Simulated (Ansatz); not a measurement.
# Silicon, dhcp under revPBE: structure, energy and stiffness

Aim: take silicon in the dhcp structure, relax it, solve it on a dense k-mesh, then scale the cell to 7 volumes from 88 to 112 % of the relaxed one and try a fit of the equation of state. Spin polarisation is left out. The k-meshes are 13×13×4 for the relaxation; 17×17×5 for the dense run; 15×15×4 for the volumes.

Program: Ansatz 0.2.0. Level of theory: DFT revPBE, plane waves (420 eV) with PAW, scalar-relativistic; PBE-made PAW files. These are calculated values, not measurements.

## Step 1: The starting structure

It takes space group P6_3/mmc (No. 194, hexagonal). The conventional cell has a = 2.769 Å, b = 2.769 Å, c = 9.044 Å, α = 90.00°, β = 90.00°, γ = 120.00°. Around Si (site symmetry -3m) lie 12 Si at 2.77 Å. Si (site symmetry -6m2) is surrounded by 12 Si at 2.77 Å.

Coordinates:

```cif
data_structure
_symmetry_space_group_name_H-M 'P6_3/mmc'
_symmetry_Int_Tables_number 194
_cell_length_a 2.7692
_cell_length_b 2.7692
_cell_length_c 9.0441
_cell_angle_alpha 90.000
_cell_angle_beta 90.000
_cell_angle_gamma 120.000
_cell_volume 60.06
loop_
_atom_site_label
_atom_site_type_symbol
_atom_site_symmetry_multiplicity
_atom_site_Wyckoff_symbol
_atom_site_fract_x
_atom_site_fract_y
_atom_site_fract_z
_atom_site_occupancy
Si1 Si 2 a 0.00000 0.00000 0.00000 1
Si2 Si 2 c 0.33333 0.66667 0.25000 1
```

## Step 2: Relaxation of the cell

Contents of input.yaml:

```yaml
crystal:
  lattice:
    - [2.7691764586, 0.0, 0.0]
    - [-1.3845882293, 2.3981771607, 0.0]
    - [0.0, 0.0, 9.0441303138]
  atoms:
    - { symbol: Si, position: [0.0, 0.0, 0.0] }
    - { symbol: Si, position: [0.0, 0.0, 0.5] }
    - { symbol: Si, position: [0.3333333333, 0.6666666667, 0.25] }
    - { symbol: Si, position: [0.6666666667, 0.3333333333, 0.75] }
hamiltonian:
  xc: revpbe
  pseudopotentials:
    kind: paw
    azcp:
      Si: "pseudopotentials/Si.paw.azcp"
basis:
  ecutwfc: 420
  fft_grid_basis: typed
kpoints:
  mp_grid: { grid: [13, 13, 4], shift: [0, 0, 0] }
magnetization:
  spin_polarized: false
scf:
  occupations: { method: fermi_dirac, width: 0.1 }
relax:
  max_steps: 60
  f_tol: 0.01
  cell: {}
output:
  write_density: true
  write_potential: true
  elf: true
  volumetric_format: npy
```

The runs that follow: Single point on a dense mesh; Equation of state: 88 %; Equation of state: 92 %; Equation of state: 96 %; Equation of state: 100 %; Equation of state: 104 %; Equation of state: 108 %; Equation of state: 112 %.

Before running it: what results should come out? Wanted: space group; conventional cell; volume; shortest distance; gap on the mesh; relative to diamond; highest ELF outside the cores; V₀, B₀, B₀′.

The runs gave:

```
                      quantity                                   value
space group (spins left aside)                      P6_3/mmc (No. 194)
             conventional cell  a = 2.728 Å, c = 9.048 Å (c/a = 3.317)
                        volume                          14.573 Å³/atom
             shortest distance                                 2.728 Å
               gap on the mesh            none (levels filled in part)
           relative to diamond                           +546 meV/atom
 highest ELF outside the cores      0.70, 0.86 Å from the nearest atom
                   V₀, B₀, B₀′             14.550 Å³/atom, 84 GPa, 4.3
```

What this shows: The relaxation shrank the cell by 2.9 % in volume. Against the reference form of silicon (diamond, computed apart with the same settings) it stands 546 meV/atom higher. No gap shows: it is a metal or semimetal at this level. B₀ comes out at 84 GPa; letting shape and positions relax at each volume could only lower it. The symmetry was held, so the structure may be unstable against distortions that break it.
